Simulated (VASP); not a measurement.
# InP (F-43m) in VASP: further runs

The runs below take InP through single point, with LDA.

Everything below comes from runs of VASP 6.6.1. Logs are shortened: lines on timing, memory, paths and dates and some standing lists are left out, and cuts for length are marked.

**Measured values to compare with.**

A printed reference work, data compilation reports, for a bulk crystal of InP at 1.6 K: band gap 1.4236 eV (direct).

The runs below are set against these values where they give the same quantity.

## 1. The cell of the first run

Symmetry: F-43m, No. 216, cubic system. Conventional cell: a = 5.861 Å, b = 5.861 Å, c = 5.861 Å, α = 90.00°, β = 90.00°, γ = 90.00°. In (site symmetry -43m) has 4 P at 2.54 Å within 3.3 Å. P (site symmetry -43m) has 4 In at 2.54 Å within 3.3 Å.

## 2. Single point, LDA

INCAR

```
PREC = Accurate
ENCUT = 520
EDIFF = 1E-6
ISMEAR = -1
SIGMA = 0.05
LREAL = F
LASPH = T
NELM = 80
ALGO = Normal
ISIF = 2
LWAVE = F
LCHARG = F
NBANDS = 16
```

KPOINTS

```
Automatic mesh
0
Gamma
  8 8 8
```

POSCAR

```
InP
1.0
    0.0000000000      2.9305000000      2.9305000000
    2.9305000000      0.0000000000      2.9305000000
    2.9305000000      2.9305000000      0.0000000000
In P
1 1
Direct
    0.0000000000      0.0000000000      0.0000000000
    0.7500000000      0.7500000000      0.7500000000
```

Potentials or basis: VASP PAW LDA potentials, release 64 (In_d, P).

Launch:

```console
cat potpaw_LDA.64/In_d/POTCAR potpaw_LDA.64/P/POTCAR > POTCAR
mpirun -np 1 vasp_std > vasp.out
```

OUTCAR:

```text
PREC = Accurate
   ENCUT = 520
   EDIFF = 1E-6
   ISMEAR = -1
   LREAL = F
   LASPH = T
   NELM = 80
   ISIF = 2

 ion  position               nearest neighbor table
   1  0.000  0.000  0.000-   2 2.54   2 2.54   2 2.54   2 2.54
   2  0.750  0.750  0.750-   1 2.54   1 2.54   1 2.54   1 2.54

  LATTYP: Found a face centered cubic cell.
 ALAT       =     5.8610000000

  Lattice vectors:

 A1 = (   0.0000000000,   2.9305000000,   2.9305000000)
 A2 = (   2.9305000000,   0.0000000000,   2.9305000000)
 A3 = (   2.9305000000,   2.9305000000,   0.0000000000)

Analysis of symmetry for initial positions (statically):
=====================================================================
 Subroutine PRICEL returns:
 Original cell was already a primitive cell.

 Routine SETGRP: Setting up the symmetry group for a
 face centered cubic supercell.

 Subroutine GETGRP returns: Found 24 space group operations
 (whereof 24 operations were pure point group operations)
 out of a pool of 48 trial point group operations.

The static configuration has the point symmetry T_d .

Analysis of symmetry for dynamics (positions and initial velocities):
=====================================================================
 Subroutine PRICEL returns:
 Original cell was already a primitive cell.

 Routine SETGRP: Setting up the symmetry group for a
 face centered cubic supercell.

 Subroutine GETGRP returns: Found 24 space group operations
 (whereof 24 operations were pure point group operations)
 out of a pool of 48 trial point group operations.

The dynamic configuration has the point symmetry T_d .

 Subroutine INISYM returns: Found 24 space group operations
 (whereof 24 operations are pure point group operations),
 and found     1 'primitive' translations

----------------------------------------------------------------------------------------

                                     Primitive cell

  volume of cell :      50.3333

  direct lattice vectors                    reciprocal lattice vectors
     0.000000000  2.930500000  2.930500000    -0.170619348  0.170619348  0.170619348
     2.930500000  0.000000000  2.930500000     0.170619348 -0.170619348  0.170619348
     2.930500000  2.930500000  0.000000000     0.170619348  0.170619348 -0.170619348

  length of vectors
     4.144352845  4.144352845  4.144352845     0.295521380  0.295521380  0.295521380

  position of ions in fractional coordinates (direct lattice)
     0.000000000  0.000000000  0.000000000
     0.750000000  0.750000000  0.750000000

  ion indices of the primitive-cell ions
   primitive index   ion index
                 1           1
                 2           2

----------------------------------------------------------------------------------------

 KPOINTS: Automatic mesh

Automatic generation of k-mesh.
 Grid dimensions read from file:
 generate k-points for:    8    8    8

 Generating k-lattice:

  Cartesian coordinates                     Fractional coordinates (reciprocal lattice)
    -0.021327419  0.021327419  0.021327419     0.125000000  0.000000000  0.000000000
     0.021327419 -0.021327419  0.021327419     0.000000000  0.125000000  0.000000000
     0.021327419  0.021327419 -0.021327419     0.000000000  0.000000000  0.125000000

  Length of vectors
     0.036940172  0.036940172  0.036940172

  Shift w.r.t. Gamma in fractional coordinates (k-lattice)
     0.000000000  0.000000000  0.000000000

 Subroutine IBZKPT returns following result:
 ===========================================

 Found     29 irreducible k-points:

 Following reciprocal coordinates:
            Coordinates               Weight
  0.000000  0.000000  0.000000      1.000000
  0.125000  0.000000  0.000000      8.000000
  0.250000  0.000000  0.000000      8.000000
  0.375000  0.000000  0.000000      8.000000
  0.500000  0.000000  0.000000      4.000000
  0.125000  0.125000  0.000000      6.000000
[... 16 lines left out ...]
  0.500000  0.250000  0.125000     48.000000
 -0.375000  0.250000  0.125000     24.000000
 [... further k-points ...]
   k-points           NKPTS =     29   k-points in BZ     NKDIM =     29   number of bands    NBANDS=     16
   number of dos      NEDOS =    301   number of ions     NIONS =      2
   total plane-waves  NPLWV =  32768
   dimension x,y,z NGX =    32 NGY =   32 NGZ =   32
   dimension x,y,z NGXF=    64 NGYF=   64 NGZF=   64
   ions per type =               1   1
   NGX,Y,Z   is equivalent  to a cutoff of  12.84, 12.84, 12.84 a.u.
   NGXF,Y,Z  is equivalent  to a cutoff of  25.67, 25.67, 25.67 a.u.
 SYSTEM =  unknown system
   PREC   = accura    normal or accurate (medium, high low for compatibility)
   ISTART =      0    job   : 0-new  1-cont  2-samecut
   ICHARG =      2    charge: 1-file 2-atom 10-const
   ISPIN  =      1    spin polarized calculation?
   LNONCOLLINEAR =      F non collinear calculations
   LSORBIT =      F    spin-orbit coupling
   LASPH  =      T    aspherical Exc in radial PAW
   ENCUT  =  520.0 eV  38.22 Ry    6.18 a.u.   7.71  7.71  7.71*2*pi/ulx,y,z
   NELM   =     80;   NELMIN=  2; NELMDL= -5     # of ELM steps
   EDIFF  = 0.1E-05   stopping-criterion for ELM
   LREAL  =      F    real-space projection
   EDIFFG = 0.1E-04   stopping-criterion for IOM
   NSW    =      0    number of steps for IOM
   IBRION =     -1    ionic relax: 0-MD 1-quasi-New 2-CG
   NFREE  =      0    steps in history (QN), initial steepest desc. (CG)
   ISIF   =      2    stress and relaxation
   ISYM   =      2    0-nonsym 1-usesym 2-fastsym
   POTIM  = 0.5000    time-step for ionic-motion
   TEBEG  =    0.0;   TEEND  =   0.0 temperature during run
   PSTRESS=    0.0 pullay stress
   NELECT =      18.0000    total number of electrons
   NUPDOWN=      -1.0000    fix difference up-down
   EMIN   =  10.00;   EMAX   =-10.00  energy-range for DOS
   EFERMI =   0.00;   METHOD = LEGACY
   ISMEAR =    -1;   SIGMA  =   0.05  broadening in eV -4-tet -1-fermi 0-gaus
   EFERMI_NEDOS =   21; number of points for ismear=-14 and -15
   IALGO  =     38    algorithm
   IMIX   =      4    mixing-type and parameters
     AMIX     =   0.40;   BMIX     =  1.00
     AMIX_MAG =   1.60;   BMIX_MAG =  1.00
  volume/ion in A,a.u.               =      25.17       169.83
  Fermi-wavevector in a.u.,A,eV,Ry     =   1.162021  2.195901 18.371846  1.350293
  Thomas-Fermi vector in A             =   2.298587
   LORBIT       =      0    0 simple, 1 ext, 2 COOP (PROOUT), +10 PAW based schemes
   GGA     = CA    functional components
   LHFCALC =     F    Hartree Fock is set to
   AEXX    =    0.0000 exact exchange contribution
   IVDW    =     0    specifies the selected vdW correction
   LEPSILON=     F    determine dielectric tensor
   LRPA    =     F    only Hartree local field effects (RPA)
 non-spin polarized calculation
  energy-cutoff  :      520.00
  volume of cell :       50.33
 maximum number of plane-waves:      1380
   NGX = 15   NGY = 15   NGZ = 15

 number of electron      18.0000005 magnetization

 Free energy of the ion-electron system (eV)
  ---------------------------------------------------
  ext. energy  EPLUGINS =         0.00000000
  ---------------------------------------------------
  free energy    TOTEN  =        -9.66916938 eV

  energy without entropy =       -9.66914153  energy(sigma->0) =       -9.66915545

 E-fermi :   5.2955     XC(G=0):  -9.6107

 val. band max:        5.0092052528   @ k =   0.0000   0.0000   0.0000
 cond. band min:       5.5195238350   @ k =   0.0000   0.0000   0.0000
 fundamental gap:      0.5103185822
 Fermi energy:         5.2954818594

 k-point     1 :       0.0000    0.0000    0.0000
  band No.  band energies     occupation
      1      -9.1780      2.00000
      2      -9.1780      2.00000
      3      -9.1780      2.00000
      4      -9.0230      2.00000
      5      -9.0230      2.00000
      6      -6.5362      2.00000
[... 8 lines left out ...]
     15      14.4593      0.00000
     16      14.4593      0.00000

 k-point     2 :       0.1250    0.0000    0.0000
  band No.  band energies     occupation
      1      -9.1969      2.00000
      2      -9.1704      2.00000
      3      -9.1704      2.00000
      4      -9.0229      2.00000
      5      -9.0229      2.00000
      6      -6.3563      2.00000
[... 8 lines left out ...]
     15      13.7732      0.00000
     16      14.0916      0.00000

 k-point     3 :       0.2500    0.0000    0.0000
  band No.  band energies     occupation
      1      -9.2402      2.00000
      2      -9.1543      2.00000
      3      -9.1543      2.00000
      4      -9.0204      2.00000
      5      -9.0204      2.00000
      6      -5.8525      2.00000
[... 8 lines left out ...]
     15      13.5354      0.00000
     16      13.9018      0.00000

 k-point     4 :       0.3750    0.0000    0.0000
  band No.  band energies     occupation
      1      -9.2808      2.00000
      2      -9.1422      2.00000
      3      -9.1422      2.00000
      4      -9.0137      2.00000
      5      -9.0137      2.00000
      6      -5.1739      2.00000
[... 8 lines left out ...]
     15      14.4641      0.00000
     16      14.4641      0.00000
[... 324 lines left out ...]
 k-point    22 :       0.3750    0.2500    0.1250
  band No.  band energies     occupation
      1      -9.2780      2.00000
      2      -9.1349      2.00000
      3      -9.1283      2.00000
      4      -9.0389      2.00000
      5      -9.0076      2.00000
      6      -5.4334      2.00000
[... 8 lines left out ...]
     15      15.1358      0.00000
     16      16.4661      0.00000

 k-point    23 :       0.5000    0.2500    0.1250
  band No.  band energies     occupation
      1      -9.3015      2.00000
      2      -9.1297      2.00000
      3      -9.1135      2.00000
      4      -9.0350      2.00000
      5      -9.0074      2.00000
      6      -4.8100      2.00000
[... 8 lines left out ...]
     15      15.7015      0.00000
     16      16.3238      0.00000

 k-point    24 :      -0.3750    0.2500    0.1250
  band No.  band energies     occupation
      1      -9.3101      2.00000
      2      -9.1292      2.00000
      3      -9.1084      2.00000
      4      -9.0290      2.00000
      5      -9.0100      2.00000
      6      -4.4589      2.00000
[... 8 lines left out ...]
     15      15.5777      0.00000
     16      16.2452      0.00000

 [... further k-points ...]

------------------------ aborting loop because EDIFF is reached ----------------------------------------

  FORCE on cell =-STRESS in cart. coord.  units (eV):
  Direction    XX          YY          ZZ          XY          YZ          ZX
  --------------------------------------------------------------------------------------
  -------------------------------------------------------------------------------------
  Total       -0.3746787     -0.3746787     -0.3746787     -0.0000000      0.0000000      0.0000000
  in kB      -11.9265391    -11.9265391    -11.9265391     -0.0000000      0.0000000      0.0000000
  external PRESSURE =     -11.9265391 kB  Pullay stress =       0.0000000 kB

 VOLUME and BASIS-vectors are now :
 -----------------------------------------------------------------------------
  energy-cutoff  :      520.00
  volume of cell :       50.33
      direct lattice vectors                 reciprocal lattice vectors
     0.000000000  2.930500000  2.930500000    -0.170619348  0.170619348  0.170619348
     2.930500000  0.000000000  2.930500000     0.170619348 -0.170619348  0.170619348
     2.930500000  2.930500000  0.000000000     0.170619348  0.170619348 -0.170619348

 POSITION                                       TOTAL-FORCE (eV/Angst)
 -----------------------------------------------------------------------------------
      0.00000      0.00000      0.00000         0.000000      0.000000      0.000000
      4.39575      4.39575      4.39575        -0.000000     -0.000000     -0.000000
 -----------------------------------------------------------------------------------
    total drift:                                0.000000      0.000000      0.000000

  FREE ENERGIE OF THE ION-ELECTRON SYSTEM (eV)
  ---------------------------------------------------
  free  energy   TOTEN  =        -9.6691693800 eV

  energy  without entropy=       -9.6691415262  energy(sigma->0) =       -9.66915545
```

It took 11 s on 1 thread of AMD EPYC 9R45 (Zen 5), shared host; peak memory 0.13 GiB.

Results:

| Quantity | Value |
| --- | --- |
| Free energy | -9.6692 eV |
| Pressure | -1.2 GPa |
| Band gap on the k mesh | 0.51 eV, direct |

Levels at points of the mesh, in eV from the valence-band top:
```tsv
k point	band 7	band 8	band 9	band 10	band 11	band 12
(0.00, 0.00, 0.00)	0.00	0.00	0.00	0.51	3.96	3.96
(0.50, 0.00, 0.00)	-5.83	-0.99	-0.99	1.33	4.70	4.70
(0.50, 0.50, 0.00)	-5.86	-2.36	-2.36	1.60	2.13	8.99
```

Caveat: spin-orbit coupling is left out, which moves the levels of the heavy elements.

(Part 1 of 2 ends here.)
